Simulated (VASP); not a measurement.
# CdTe (F-43m) in VASP: further runs

CdTe is run at these levels: PBEsol, PBE, r2SCAN; tasks: single point.

All numbers are computed with VASP 6.6.1; they aren't measurements. Logs are shortened: lines on timing, memory, paths and dates and some standing lists are left out, and cuts for length are marked.

**What was measured.**

A printed reference work, data compilation reports, for a bulk crystal of CdTe at 0 K: band gap 1.607 eV.

The runs below are set against these values where they give the same quantity.

## (1) The cell of the first run

It takes space group F-43m (No. 216, cubic). Conventional cell: a = 6.490 Å, b = 6.490 Å, c = 6.490 Å, α = 90.00°, β = 90.00°, γ = 90.00°. Within 3.7 Å of Cd (site symmetry -43m) lie 4 Te at 2.81 Å. Te (site symmetry -43m) has 4 Cd at 2.81 Å within 3.7 Å.

## (2) Single point, PBEsol

File INCAR:

```
ALGO = Normal
EDIFF = 1E-6
ENCUT = 520
GGA = PS
ISIF = 2
ISMEAR = -1
LASPH = True
LCHARG = False
LREAL = False
LWAVE = False
NBANDS = 16
NELM = 80
PREC = Accurate
SIGMA = 0.02
```

File KPOINTS:

```
k-points
0
Gamma
  6 6 6
```

File POSCAR:

```
CdTe
1.0
    0.0000000000      3.2451291040      3.2451291040
    3.2451291040      0.0000000000      3.2451291040
    3.2451291040      3.2451291040      0.0000000000
Cd Te
1 1
Direct
    0.0000000000      0.0000000000      0.0000000000
    0.2500000000      0.2500000000      0.2500000000
```

Potentials or basis: VASP PAW PBE potentials, release 64 (Cd, Te).

Run with:

```bash
$ cat potpaw_PBE.64/Cd/POTCAR potpaw_PBE.64/Te/POTCAR > POTCAR
$ mpirun -np 1 vasp_std > vasp.out
```

OUTCAR:

```text
EDIFF = 1E-6
   ENCUT = 520
   GGA = PS
   ISIF = 2
   ISMEAR = -1
   LASPH = True
   LREAL = False
   NELM = 80
   PREC = Accurate

 ion  position               nearest neighbor table
   1  0.000  0.000  0.000-   2 2.81   2 2.81   2 2.81   2 2.81
   2  0.250  0.250  0.250-   1 2.81   1 2.81   1 2.81   1 2.81

  LATTYP: Found a face centered cubic cell.
 ALAT       =     6.4902582080

  Lattice vectors:

 A1 = (   0.0000000000,   3.2451291040,   3.2451291040)
 A2 = (   3.2451291040,   0.0000000000,   3.2451291040)
 A3 = (   3.2451291040,   3.2451291040,   0.0000000000)

Analysis of symmetry for initial positions (statically):
=====================================================================
 Subroutine PRICEL returns:
 Original cell was already a primitive cell.

 Routine SETGRP: Setting up the symmetry group for a
 face centered cubic supercell.

 Subroutine GETGRP returns: Found 24 space group operations
 (whereof 24 operations were pure point group operations)
 out of a pool of 48 trial point group operations.

The static configuration has the point symmetry T_d .

Analysis of symmetry for dynamics (positions and initial velocities):
=====================================================================
 Subroutine PRICEL returns:
 Original cell was already a primitive cell.

 Routine SETGRP: Setting up the symmetry group for a
 face centered cubic supercell.

 Subroutine GETGRP returns: Found 24 space group operations
 (whereof 24 operations were pure point group operations)
 out of a pool of 48 trial point group operations.

The dynamic configuration has the point symmetry T_d .

 Subroutine INISYM returns: Found 24 space group operations
 (whereof 24 operations are pure point group operations),
 and found     1 'primitive' translations

----------------------------------------------------------------------------------------

                                     Primitive cell

  volume of cell :      68.3480

  direct lattice vectors                    reciprocal lattice vectors
     0.000000000  3.245129104  3.245129104    -0.154077075  0.154077075  0.154077075
     3.245129104  0.000000000  3.245129104     0.154077075 -0.154077075  0.154077075
     3.245129104  3.245129104  0.000000000     0.154077075  0.154077075 -0.154077075

  length of vectors
     4.589305591  4.589305591  4.589305591     0.266869322  0.266869322  0.266869322

  position of ions in fractional coordinates (direct lattice)
     0.000000000  0.000000000  0.000000000
     0.250000000  0.250000000  0.250000000

  ion indices of the primitive-cell ions
   primitive index   ion index
                 1           1
                 2           2

----------------------------------------------------------------------------------------

 KPOINTS: k-points

Automatic generation of k-mesh.
 Grid dimensions read from file:
 generate k-points for:    6    6    6

 Generating k-lattice:

  Cartesian coordinates                     Fractional coordinates (reciprocal lattice)
    -0.025679512  0.025679512  0.025679512     0.166666667  0.000000000  0.000000000
     0.025679512 -0.025679512  0.025679512     0.000000000  0.166666667  0.000000000
     0.025679512  0.025679512 -0.025679512     0.000000000  0.000000000  0.166666667

  Length of vectors
     0.044478220  0.044478220  0.044478220

  Shift w.r.t. Gamma in fractional coordinates (k-lattice)
     0.000000000  0.000000000  0.000000000

 Subroutine IBZKPT returns following result:
 ===========================================

 Found     16 irreducible k-points:

 Following reciprocal coordinates:
            Coordinates               Weight
  0.000000  0.000000  0.000000      1.000000
  0.166667  0.000000  0.000000      8.000000
  0.333333  0.000000  0.000000      8.000000
  0.500000  0.000000  0.000000      4.000000
  0.166667  0.166667  0.000000      6.000000
  0.333333  0.166667  0.000000     24.000000
[... 8 lines left out ...]
 -0.333333  0.333333  0.166667     24.000000
 -0.333333  0.500000  0.166667     12.000000
   k-points           NKPTS =     16   k-points in BZ     NKDIM =     16   number of bands    NBANDS=     16
   number of dos      NEDOS =    301   number of ions     NIONS =      2
   total plane-waves  NPLWV =  46656
   dimension x,y,z NGX =    36 NGY =   36 NGZ =   36
   dimension x,y,z NGXF=    72 NGYF=   72 NGZF=   72
   ions per type =               1   1
   NGX,Y,Z   is equivalent  to a cutoff of  13.04, 13.04, 13.04 a.u.
   NGXF,Y,Z  is equivalent  to a cutoff of  26.08, 26.08, 26.08 a.u.
 SYSTEM =  unknown system
   PREC   = accura    normal or accurate (medium, high low for compatibility)
   ISTART =      0    job   : 0-new  1-cont  2-samecut
   ICHARG =      2    charge: 1-file 2-atom 10-const
   ISPIN  =      1    spin polarized calculation?
   LNONCOLLINEAR =      F non collinear calculations
   LSORBIT =      F    spin-orbit coupling
   LASPH  =      T    aspherical Exc in radial PAW
   ENCUT  =  520.0 eV  38.22 Ry    6.18 a.u.   8.53  8.53  8.53*2*pi/ulx,y,z
   NELM   =     80;   NELMIN=  2; NELMDL= -5     # of ELM steps
   EDIFF  = 0.1E-05   stopping-criterion for ELM
   LREAL  =      F    real-space projection
   EDIFFG = 0.1E-04   stopping-criterion for IOM
   NSW    =      0    number of steps for IOM
   IBRION =     -1    ionic relax: 0-MD 1-quasi-New 2-CG
   NFREE  =      0    steps in history (QN), initial steepest desc. (CG)
   ISIF   =      2    stress and relaxation
   ISYM   =      2    0-nonsym 1-usesym 2-fastsym
   POTIM  = 0.5000    time-step for ionic-motion
   TEBEG  =    0.0;   TEEND  =   0.0 temperature during run
   PSTRESS=    0.0 pullay stress
   NELECT =      18.0000    total number of electrons
   NUPDOWN=      -1.0000    fix difference up-down
   EMIN   =  10.00;   EMAX   =-10.00  energy-range for DOS
   EFERMI =   0.00;   METHOD = LEGACY
   ISMEAR =    -1;   SIGMA  =   0.02  broadening in eV -4-tet -1-fermi 0-gaus
   EFERMI_NEDOS =   21; number of points for ismear=-14 and -15
   IALGO  =     38    algorithm
   IMIX   =      4    mixing-type and parameters
     AMIX     =   0.40;   BMIX     =  1.00
     AMIX_MAG =   1.60;   BMIX_MAG =  1.00
  volume/ion in A,a.u.               =      34.17       230.62
  Fermi-wavevector in a.u.,A,eV,Ry     =   1.049358  1.982999 14.982086  1.101152
  Thomas-Fermi vector in A             =   2.184317
   LORBIT       =      0    0 simple, 1 ext, 2 COOP (PROOUT), +10 PAW based schemes
   GGA     = PS    functional components
   LHFCALC =     F    Hartree Fock is set to
   AEXX    =    0.0000 exact exchange contribution
   IVDW    =     0    specifies the selected vdW correction
   LEPSILON=     F    determine dielectric tensor
   LRPA    =     F    only Hartree local field effects (RPA)
 non-spin polarized calculation
  energy-cutoff  :      520.00
  volume of cell :       68.35
 maximum number of plane-waves:      1868
 NGX is ok and might be reduce to    36
   NGX = 17   NGY = 17   NGZ = 17

 number of electron      17.9999997 magnetization

 Free energy of the ion-electron system (eV)
  ---------------------------------------------------
  ext. energy  EPLUGINS =         0.00000000
  ---------------------------------------------------
  free energy    TOTEN  =        -5.48357717 eV

  energy without entropy =       -5.48357717  energy(sigma->0) =       -5.48357717

 E-fermi :   2.5111     XC(G=0):  -8.7607

 val. band max:        2.1757613744   @ k =   0.0000   0.0000   0.0000
 cond. band min:       2.8234387640   @ k =   0.0000   0.0000   0.0000
 fundamental gap:      0.6476773896
 Fermi energy:         2.5111366359

 k-point     1 :       0.0000    0.0000    0.0000
  band No.  band energies     occupation
      1      -9.0115      2.00000
      2      -6.0689      2.00000
      3      -6.0689      2.00000
      4      -6.0689      2.00000
      5      -5.8074      2.00000
      6      -5.8074      2.00000
[... 8 lines left out ...]
     15      11.5112      0.00000
     16      11.5112      0.00000

 k-point     2 :       0.1667    0.0000    0.0000
  band No.  band energies     occupation
      1      -8.9108      2.00000
      2      -6.0503      2.00000
      3      -6.0503      2.00000
      4      -5.9876      2.00000
      5      -5.8086      2.00000
      6      -5.8086      2.00000
[... 8 lines left out ...]
     15      10.5923      0.00000
     16      10.5923      0.00000

 k-point     3 :       0.3333    0.0000    0.0000
  band No.  band energies     occupation
      1      -8.7086      2.00000
      2      -6.0181      2.00000
      3      -6.0181      2.00000
      4      -5.8047      2.00000
      5      -5.8047      2.00000
      6      -5.7123      2.00000
[... 8 lines left out ...]
     15      10.9987      0.00000
     16      10.9987      0.00000

 k-point     4 :       0.5000    0.0000    0.0000
  band No.  band energies     occupation
      1      -8.6092      2.00000
      2      -6.0056      2.00000
      3      -6.0056      2.00000
      4      -5.7985      2.00000
      5      -5.7985      2.00000
      6      -5.4645      2.00000
[... 8 lines left out ...]
     15      12.4242      0.00000
     16      12.4242      0.00000

 k-point     5 :       0.1667    0.1667    0.0000
  band No.  band energies     occupation
      1      -8.8775      2.00000
      2      -6.0313      2.00000
      3      -6.0313      2.00000
      4      -5.9888      2.00000
      5      -5.8158      2.00000
      6      -5.7997      2.00000
[... 8 lines left out ...]
     15      11.2349      0.00000
     16      11.7522      0.00000

 k-point     6 :       0.3333    0.1667    0.0000
  band No.  band energies     occupation
      1      -8.7102      2.00000
      2      -6.0063      2.00000
      3      -5.9949      2.00000
      4      -5.8597      2.00000
      5      -5.7939      2.00000
      6      -5.7367      2.00000
[... 8 lines left out ...]
     15      11.8311      0.00000
     16      11.8886      0.00000

 k-point     7 :       0.5000    0.1667    0.0000
  band No.  band energies     occupation
      1      -8.5792      2.00000
      2      -5.9916      2.00000
      3      -5.9793      2.00000
      4      -5.8239      2.00000
      5      -5.7955      2.00000
      6      -5.4407      2.00000
[... 8 lines left out ...]
     15      12.0749      0.00000
     16      12.5163      0.00000

 k-point     8 :      -0.3333    0.1667    0.0000
  band No.  band energies     occupation
      1      -8.6114      2.00000
      2      -5.9934      2.00000
      3      -5.9927      2.00000
      4      -5.8110      2.00000
      5      -5.8101      2.00000
      6      -5.5237      2.00000
[... 8 lines left out ...]
     15      11.2467      0.00000
     16      12.4237      0.00000

 k-point     9 :      -0.1667    0.1667    0.0000
  band No.  band energies     occupation
      1      -8.7765      2.00000
      2      -6.0289      2.00000
      3      -6.0146      2.00000
      4      -5.8614      2.00000
      5      -5.8172      2.00000
      6      -5.7850      2.00000
[... 8 lines left out ...]
     15      11.0661      0.00000
     16      11.8263      0.00000

 k-point    10 :       0.3333    0.3333    0.0000
  band No.  band energies     occupation
      1      -8.6127      2.00000
      2      -5.9495      2.00000
      3      -5.9495      2.00000
      4      -5.9000      2.00000
      5      -5.7843      2.00000
      6      -5.6237      2.00000
[... 8 lines left out ...]
     15      12.4197      0.00000
     16      14.0219      0.00000

 k-point    11 :       0.5000    0.3333    0.0000
  band No.  band energies     occupation
      1      -8.5177      2.00000
      2      -5.9485      2.00000
      3      -5.9282      2.00000
      4      -5.8741      2.00000
      5      -5.7854      2.00000
      6      -5.3760      2.00000
[... 8 lines left out ...]
     15      12.8216      0.00000
     16      13.5786      0.00000

 k-point    12 :      -0.3333    0.3333    0.0000
  band No.  band energies     occupation
      1      -8.5180      2.00000
      2      -5.9680      2.00000
      3      -5.9475      2.00000
      4      -5.8353      2.00000
      5      -5.8027      2.00000
      6      -5.3146      2.00000
[... 8 lines left out ...]
     15      11.1199      0.00000
     16      14.2621      0.00000

 k-point    13 :       0.5000    0.5000    0.0000
  band No.  band energies     occupation
      1      -8.4863      2.00000
      2      -5.9138      2.00000
      3      -5.9049      2.00000
      4      -5.9049      2.00000
      5      -5.7766      2.00000
      6      -5.3296      2.00000
[... 8 lines left out ...]
     15      12.9841      0.00000
     16      13.6780      0.00000

 k-point    14 :       0.5000    0.3333    0.1667
  band No.  band energies     occupation
      1      -8.5806      2.00000
      2      -5.9733      2.00000
      3      -5.9658      2.00000
      4      -5.8495      2.00000
      5      -5.7948      2.00000
      6      -5.5004      2.00000
[... 8 lines left out ...]
     15      12.3691      0.00000
     16      13.5390      0.00000

 k-point    15 :      -0.3333    0.3333    0.1667
  band No.  band energies     occupation
      1      -8.5180      2.00000
      2      -5.9658      2.00000
      3      -5.9511      2.00000
      4      -5.8323      2.00000
      5      -5.8045      2.00000
      6      -5.3139      2.00000
[... 8 lines left out ...]
     15      12.5650      0.00000
     16      13.3338      0.00000

 k-point    16 :      -0.3333    0.5000    0.1667
  band No.  band energies     occupation
      1      -8.4875      2.00000
      2      -5.9377      2.00000
      3      -5.9365      2.00000
      4      -5.8557      2.00000
      5      -5.7946      2.00000
      6      -5.2668      2.00000
[... 8 lines left out ...]
     15      13.2032      0.00000
     16      13.4375      0.00000

------------------------ aborting loop because EDIFF is reached ----------------------------------------

  FORCE on cell =-STRESS in cart. coord.  units (eV):
  Direction    XX          YY          ZZ          XY          YZ          ZX
  --------------------------------------------------------------------------------------
  -------------------------------------------------------------------------------------
  Total        0.0680194      0.0680194      0.0680194     -0.0000000      0.0000000     -0.0000000
  in kB        1.5944739      1.5944739      1.5944739     -0.0000000      0.0000000     -0.0000000
  external PRESSURE =       1.5944739 kB  Pullay stress =       0.0000000 kB

 VOLUME and BASIS-vectors are now :
 -----------------------------------------------------------------------------
  energy-cutoff  :      520.00
  volume of cell :       68.35
      direct lattice vectors                 reciprocal lattice vectors
     0.000000000  3.245129104  3.245129104    -0.154077075  0.154077075  0.154077075
     3.245129104  0.000000000  3.245129104     0.154077075 -0.154077075  0.154077075
     3.245129104  3.245129104  0.000000000     0.154077075  0.154077075 -0.154077075

 POSITION                                       TOTAL-FORCE (eV/Angst)
 -----------------------------------------------------------------------------------
      0.00000      0.00000      0.00000         0.000000     -0.000000     -0.000000
      1.62256      1.62256      1.62256        -0.000000      0.000000      0.000000
 -----------------------------------------------------------------------------------
    total drift:                               -0.000000     -0.000000     -0.000000

  FREE ENERGIE OF THE ION-ELECTRON SYSTEM (eV)
  ---------------------------------------------------
  free  energy   TOTEN  =        -5.4835771738 eV

  energy  without entropy=       -5.4835771728  energy(sigma->0) =       -5.48357717
```

Run time: 11 s. Hardware: 1 thread of AMD EPYC 9R45 (Zen 5), shared host; peak memory 0.18 GiB.

What came out:

```
Free energy            : -5.4836 eV
Pressure               : 0.2 GPa
Band gap on the k mesh : 0.65 eV, direct
```

Levels at points of the mesh, in eV from the valence-band top:
```csv
k point,band 7,band 8,band 9,band 10,band 11,band 12
"(0.00, 0.00, 0.00)",0.00,0.00,0.00,0.65,4.55,4.55
"(0.50, 0.00, 0.00)",-4.45,-0.78,-0.78,1.73,5.13,5.13
"(0.50, 0.50, 0.00)",-4.33,-1.87,-1.87,2.50,2.60,8.70
```

Caveat: the PAW data sets were made with another functional, which shifts forces and pressure a little; spin-orbit coupling is left out, which moves the levels of the heavy elements.

(Continued in part 2 of 2.)
